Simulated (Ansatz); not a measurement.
Runs of Ansatz 0.2.0 on SnO2. It takes space group Pmmm (No. 47, orthorhombic). The conventional cell has a = 3.023 Å, b = 4.965 Å, c = 5.977 Å, α = 90.00°, β = 90.00°, γ = 90.00°. Sn (site symmetry mmm) is surrounded by 4 O at 2.02 Å. O (site symmetry mm2) has 2 Sn at 2.02 Å as nearest neighbours. The cell was built by a generator and needn't be a form met in nature.

```tsv
task	level	potentials or basis	k mesh	cutoff (eV)	smearing	phonons	basis error allowed	gap on the mesh (eV)	pressure (GPa)	largest force (eV/Å)
phonons	PBEsol	all-electron PAW datasets made for the crystal	9 × 6 × 5	490	fermi-dirac 0.05 eV	method dfpt	-	(a)	-	-
projected density of states	PBE	all-electron LAPW, scalar-relativistic	9 × 6 × 5	394	fermi-dirac 0.05 eV	-	0.002 eV/atom	1.32	0.5	0.01
electric field gradients	PBE	all-electron PAW datasets made for the crystal	9 × 6 × 5	440	fermi-dirac 0.05 eV	-	-	1.32	0.5	0.01
single point	PBE	all-electron LAPW, scalar-relativistic	5 × 4 × 3	394	fermi-dirac 0.04 eV	-	0.002 eV/atom	1.36	0.5	0.01
dielectric tensor	PBE	all-electron PAW datasets made for the crystal	9 × 6 × 5	490	fixed	-	-	1.32	-	-
```

Alike in all rows: no spin polarisation; cell as given.

Problem. Estimate the missing entries.

Solution. (a) 1.34.

Caveats: spin-orbit coupling is left out, which moves the levels of the heavy elements; an odd mesh through Γ misses points on the zone boundary, where band edges often lie (some runs); some modes are imaginary (some runs); the program warned that the printed levels may be off, so bands, gaps and densities of states are rough (some runs).

A k mesh can miss the band edges, and the runs leave out spin-orbit coupling on Sn.

The runs don't all hold the same shells in valence.
